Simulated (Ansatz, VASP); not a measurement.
# Two plane-wave programs on Si

```
Si
1.0
     3.56025    0.00000    0.00000
    -1.78012    3.08327    0.00000
     0.00000    0.00000    5.95387
Si
4
Direct
  0.00000 0.00000 0.50000
  0.00000 0.00000 0.00000
  0.33333 0.66667 0.75000
  0.66667 0.33333 0.25000
```

Alike in both runs: functional PBE; k mesh 6 × 6 × 4; occupations gaussian, width 0.1 eV; no spin polarisation.

Ansatz relaxed the structure, and its values are those at the end. VASP's run is a single point on that final structure, the one shown.

|  | VASP | Ansatz |
| --- | --- | --- |
| version | VASP 6.6.1 | Ansatz 0.2.0 |
| potentials or method | VASP PAW PBE potentials, release 64 (Si) | scalar-relativistic, plane waves, PAW |
| plane-wave cutoff (eV) | 520 | 420 |
| valence electrons in the cell | 16 | 16 |

|  | VASP | Ansatz | Ansatz less VASP |
| --- | --- | --- | --- |
| gap on the k mesh at the Fermi level (eV) | none | none | - |
| pressure (GPa) | 0.0 | 0.0 | +0.05 |

A gap of «none» marks a metal or a gap that the smearing closes.
